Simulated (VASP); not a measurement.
# TePb (Fm-3m) in VASP: notebook, part 2 of 2

VASP 6.6.1.

### Step 3. Single point, PBE

The input, INCAR:

```
SYSTEM = TePb
PREC = Accurate
ENCUT = 520
EDIFF = 1E-6
ISMEAR = 0
SIGMA = 0.01
LREAL = .False.
LASPH = .True.
NELM = 80
ALGO = Normal
ISIF = 2
LWAVE = .False.
LCHARG = .True.
GGA = PE
LELF = .True.
LVHAR = .True.
NBANDS = 17
```

The input, KPOINTS:

```
regular mesh
0
Gamma
  4 4 4
  0 0 0
```

The input, POSCAR:

```
TePb
1.0
    0.0000000000      3.2310000000      3.2310000000
    3.2310000000      0.0000000000      3.2310000000
    3.2310000000      3.2310000000      0.0000000000
Te Pb
1 1
Direct
    0.5000000000      0.5000000000      0.5000000000
    0.0000000000      0.0000000000      0.0000000000
```

Potentials or basis: VASP PAW PBE potentials, release 64 (Te, Pb_d).

Started as:

```sh
cat potpaw_PBE.64/Te/POTCAR potpaw_PBE.64/Pb_d/POTCAR > POTCAR
mpirun -np 1 vasp_std > vasp.out
```

OUTCAR:

```text
SYSTEM = TePb
   PREC = Accurate
   ENCUT = 520
   EDIFF = 1E-6
   ISMEAR = 0
   LREAL = .False.
   LASPH = .True.
   NELM = 80
   ISIF = 2
   GGA = PE

 ion  position               nearest neighbor table
   1  0.500  0.500  0.500-   2 3.23   2 3.23   2 3.23   2 3.23   2 3.23   2 3.23
   2  0.000  0.000  0.000-   1 3.23   1 3.23   1 3.23   1 3.23   1 3.23   1 3.23

  LATTYP: Found a face centered cubic cell.
 ALAT       =     6.4620000000

  Lattice vectors:

 A1 = (   0.0000000000,   3.2310000000,   3.2310000000)
 A2 = (   3.2310000000,   0.0000000000,   3.2310000000)
[... 328 lines left out ...]

  FORCE on cell =-STRESS in cart. coord.  units (eV):
  Direction    XX          YY          ZZ          XY          YZ          ZX
  --------------------------------------------------------------------------------------
  -------------------------------------------------------------------------------------
  Total        0.8756131      0.8756131      0.8756131     -0.0000000     -0.0000000      0.0000000
  in kB       20.7961042     20.7961042     20.7961042     -0.0000000     -0.0000000      0.0000000
  external PRESSURE =      20.7961042 kB  Pullay stress =       0.0000000 kB

 VOLUME and BASIS-vectors are now :
 -----------------------------------------------------------------------------
  energy-cutoff  :      520.00
  volume of cell :       67.46
      direct lattice vectors                 reciprocal lattice vectors
     0.000000000  3.231000000  3.231000000    -0.154750851  0.154750851  0.154750851
     3.231000000  0.000000000  3.231000000     0.154750851 -0.154750851  0.154750851
     3.231000000  3.231000000  0.000000000     0.154750851  0.154750851 -0.154750851

 POSITION                                       TOTAL-FORCE (eV/Angst)
 -----------------------------------------------------------------------------------
      3.23100      3.23100      3.23100        -0.000000      0.000000     -0.000000
      0.00000      0.00000      0.00000         0.000000      0.000000      0.000000
 -----------------------------------------------------------------------------------
    total drift:                               -0.000000      0.000000      0.000000

  FREE ENERGIE OF THE ION-ELECTRON SYSTEM (eV)
  ---------------------------------------------------
  free  energy   TOTEN  =        -7.4937845349 eV

  energy  without entropy=       -7.4937845349  energy(sigma->0) =       -7.49378453
```

OSZICAR:

```text
N       E                     dE             d eps       ncg     rms          rms(c)
DAV:   1     0.144417995024E+03    0.14442E+03   -0.90628E+03   272   0.114E+03
DAV:   2     0.194545765445E+01   -0.14247E+03   -0.13564E+03   297   0.292E+02
DAV:   3    -0.736887690457E+01   -0.93143E+01   -0.92735E+01   344   0.793E+01
DAV:   4    -0.760895587443E+01   -0.24008E+00   -0.23997E+00   342   0.140E+01
DAV:   5    -0.761628464961E+01   -0.73288E-02   -0.73283E-02   414   0.218E+00    0.340E+00
DAV:   6    -0.749554093096E+01    0.12074E+00   -0.27008E-01   357   0.361E+00    0.208E+00
DAV:   7    -0.749217423258E+01    0.33667E-02   -0.90054E-02   365   0.145E+00    0.945E-01
DAV:   8    -0.749391829113E+01   -0.17441E-02   -0.10957E-02   364   0.105E+00    0.171E-01
DAV:   9    -0.749373308259E+01    0.18521E-03   -0.15109E-03   426   0.413E-01    0.788E-02
DAV:  10    -0.749377981311E+01   -0.46731E-04   -0.16492E-04   348   0.946E-02    0.196E-02
DAV:  11    -0.749378471157E+01   -0.48985E-05   -0.36844E-05   388   0.488E-02    0.161E-02
DAV:  12    -0.749378453488E+01    0.17669E-06   -0.23157E-06   323   0.987E-03
   1 F= -.74937845E+01 E0= -.74937845E+01  d E =-.298304E-72
```

stdout:

```text
POSCAR found type information on POSCAR TePb
 POSCAR found :  2 types and       2 ions
 scaLAPACK will be used
 LDA part: xc-table for (Slater+PW92), standard interpolation
 POSCAR, INCAR and KPOINTS ok, starting setup
 FFT: planning ... GRIDC
 FFT: planning ... GRID_SOFT
 FFT: planning ... GRID
 WAVECAR not read
 entering main loop
```

Wall time 26 s (1 thread of Intel Xeon 8259CL, shared host); peak memory 0.2 GiB.

Results:

```yaml
Free_energy: -7.4938 eV
Pressure: 2.1 GPa
Band_gap_on_the_k_mesh: 0.73 eV, direct
```

Caveat: the k points lie up to 0.42 Å⁻¹ apart; spin-orbit coupling is left out, which moves the levels of the heavy elements. A k mesh can miss the band edges.

### Step 4. Single point, PBE

The input, INCAR:

```
PREC = Accurate
ENCUT = 520
EDIFF = 1E-6
ISMEAR = 0
SIGMA = 0.01
LREAL = F
LASPH = T
NELM = 100
ALGO = Normal
ISIF = 2
LWAVE = F
LCHARG = F
GGA = PE
NBANDS = 17
```

The input, KPOINTS:

```
regular mesh
0
Gamma
  8 8 8
```

POSCAR is that of step 3.

Potentials or basis: VASP PAW PBE potentials, release 64 (Te, Pb_d).

Started as:

```sh
cat potpaw_PBE.64/Te/POTCAR potpaw_PBE.64/Pb_d/POTCAR > POTCAR
mpirun -np 1 vasp_std > vasp.out
```

OUTCAR:

```text
PREC = Accurate
   ENCUT = 520
   EDIFF = 1E-6
   ISMEAR = 0
   LREAL = F
   LASPH = T
   NELM = 100
   ISIF = 2
   GGA = PE

 ion  position               nearest neighbor table
   1  0.500  0.500  0.500-   2 3.23   2 3.23   2 3.23   2 3.23   2 3.23   2 3.23
   2  0.000  0.000  0.000-   1 3.23   1 3.23   1 3.23   1 3.23   1 3.23   1 3.23

  LATTYP: Found a face centered cubic cell.
 ALAT       =     6.4620000000

  Lattice vectors:

 A1 = (   0.0000000000,   3.2310000000,   3.2310000000)
 A2 = (   3.2310000000,   0.0000000000,   3.2310000000)
 A3 = (   3.2310000000,   3.2310000000,   0.0000000000)

Analysis of symmetry for initial positions (statically):
=====================================================================
 Subroutine PRICEL returns:
 Original cell was already a primitive cell.

 Routine SETGRP: Setting up the symmetry group for a
 face centered cubic supercell.

 Subroutine GETGRP returns: Found 48 space group operations
 (whereof 48 operations were pure point group operations)
 out of a pool of 48 trial point group operations.

The static configuration has the point symmetry O_h .

[... 154 lines left out ...]
  ---------------------------------------------------
  ext. energy  EPLUGINS =         0.00000000
  ---------------------------------------------------
  free energy    TOTEN  =        -7.50124333 eV

  energy without entropy =       -7.50124333  energy(sigma->0) =       -7.50124333

 E-fermi :   5.6687     XC(G=0):  -9.3003

 val. band max:        5.6256577372   @ k =   0.5000   0.0000   0.0000
 cond. band min:       6.3610622590   @ k =   0.5000   0.0000   0.0000
 fundamental gap:      0.7354045219
 Fermi energy:         5.6687147129

 k-point     1 :       0.0000    0.0000    0.0000
  band No.  band energies     occupation
      1     -11.0962      2.00000
      2     -11.0962      2.00000
      3     -11.0870      2.00000
      4     -11.0870      2.00000
      5     -11.0870      2.00000
      6      -6.3941      2.00000
[... 457 lines left out ...]
      4     -11.0751      2.00000
      5     -11.0670      2.00000
      6      -4.7677      2.00000
[... 9 lines left out ...]
     16      15.4268      0.00000
     17      15.7348      0.00000

 [... further k-points ...]
[... 5 lines left out ...]
  --------------------------------------------------------------------------------------
  -------------------------------------------------------------------------------------
  Total        0.8725547      0.8725547      0.8725547      0.0000000     -0.0000000      0.0000000
  in kB       20.7234655     20.7234655     20.7234655      0.0000000     -0.0000000      0.0000000
  external PRESSURE =      20.7234655 kB  Pullay stress =       0.0000000 kB

 VOLUME and BASIS-vectors are now :
 -----------------------------------------------------------------------------
  energy-cutoff  :      520.00
  volume of cell :       67.46
      direct lattice vectors                 reciprocal lattice vectors
     0.000000000  3.231000000  3.231000000    -0.154750851  0.154750851  0.154750851
     3.231000000  0.000000000  3.231000000     0.154750851 -0.154750851  0.154750851
     3.231000000  3.231000000  0.000000000     0.154750851  0.154750851 -0.154750851

 POSITION                                       TOTAL-FORCE (eV/Angst)
 -----------------------------------------------------------------------------------
      3.23100      3.23100      3.23100        -0.000000      0.000000     -0.000000
      0.00000      0.00000      0.00000         0.000000      0.000000      0.000000
 -----------------------------------------------------------------------------------
    total drift:                               -0.000000      0.000000      0.000000

  FREE ENERGIE OF THE ION-ELECTRON SYSTEM (eV)
  ---------------------------------------------------
  free  energy   TOTEN  =        -7.5012433340 eV

  energy  without entropy=       -7.5012433340  energy(sigma->0) =       -7.50124333
```

stdout:

```text
POSCAR found type information on POSCAR TePb
 POSCAR found :  2 types and       2 ions
 scaLAPACK will be used
 LDA part: xc-table for (Slater+PW92), standard interpolation
 POSCAR, INCAR and KPOINTS ok, starting setup
 FFT: planning ... GRIDC
 FFT: planning ... GRID_SOFT
 FFT: planning ... GRID
 WAVECAR not read
 entering main loop
```

Wall time 59 s (1 thread of Intel Xeon 8259CL, shared host); peak memory 0.22 GiB.

Results:

```yaml
Free_energy: -7.5012 eV
Pressure: 2.1 GPa
Band_gap_on_the_k_mesh: 0.74 eV, direct
```

Caveat: spin-orbit coupling is left out, which moves the levels of the heavy elements.

### Step 5. Overview

| k mesh | gap on the mesh (eV) | pressure (GPa) |
| --- | --- | --- |
| 2 × 2 × 2 | 0.60 | 9.4 |
| 4 × 4 × 4 | 0.73 | 2.1 |
| 8 × 8 × 8 | 0.74 | 2.1 |

Alike in all rows: task single point; level PBE; potentials or basis VASP PAW PBE potentials, release 64 (Te, Pb_d); no spin polarisation; cell as given; cutoff (eV) 520; smearing gaussian 0.01 eV.

Caveats: some runs use coarse meshes; spin-orbit coupling is left out, which moves the levels of the heavy elements.

Absolute energies hang on the potentials; compare differences alone.

### Step 6. Against experiment

Step 4. Measured gap of TePb: 0.19 eV (direct; 4.2 K; a printed reference work, monograph). This calculation gives 0.74 eV (+0.55 eV). Spin-orbit coupling on Pb, Te is left out. The value is that of PBE on a finite k mesh, which can miss the band edges, without temperature or zero-point motion.
